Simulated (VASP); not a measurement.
Input of a VASP 6.6.1 run:

INCAR

```
SYSTEM = MgO
PREC = Accurate ; ENCUT = 600
EDIFF = 1E-7 ; ISMEAR = 0
SIGMA = 0.03 ; LREAL = .FALSE.
LASPH = .TRUE. ; NELM = 80
ALGO = Normal ; ISIF = 3
LWAVE = .FALSE. ; LCHARG = .FALSE.
GGA = PE ; IBRION = 2
NSW = 90 ; EDIFFG = -0.005
```

KPOINTS

```
Automatic mesh
0
G
  12 12 12
  0 0 0
```

File POSCAR:

```
MgO                                     
1.0
   -0.0000000000      2.1224813280      2.1224813280
    2.1224813280      0.0000000000      2.1224813280
    2.1224813280      2.1224813280     -0.0000000000
  Mg              O             
     1     1
Direct
     0.0000000000000000    0.0000000000000000    0.0000000000000000
     0.5000000000000000    0.5000000000000000    0.5000000000000000
```

Potentials or basis: VASP PAW PBE potentials, release 64 (Mg, O).

Run with:

```console
$ cat potpaw_PBE.64/Mg/POTCAR potpaw_PBE.64/O/POTCAR > POTCAR
$ mpirun -np 1 vasp_std > vasp.out
```

Task: Predict the band gap on the k mesh.

Result: 4.50 eV, direct.

Final structure:
```
Mg O
1.0
     0.00000    2.12248    2.12248
     2.12248    0.00000    2.12248
     2.12248    2.12248    0.00000
Mg O
1 1
Direct
  0.00000 0.00000 0.00000
  0.50000 0.50000 0.50000
```

Caveat: the relaxation stopped at its first step, so nothing moved. PBE gaps usually lie below the measured ones, often by a third to a half.
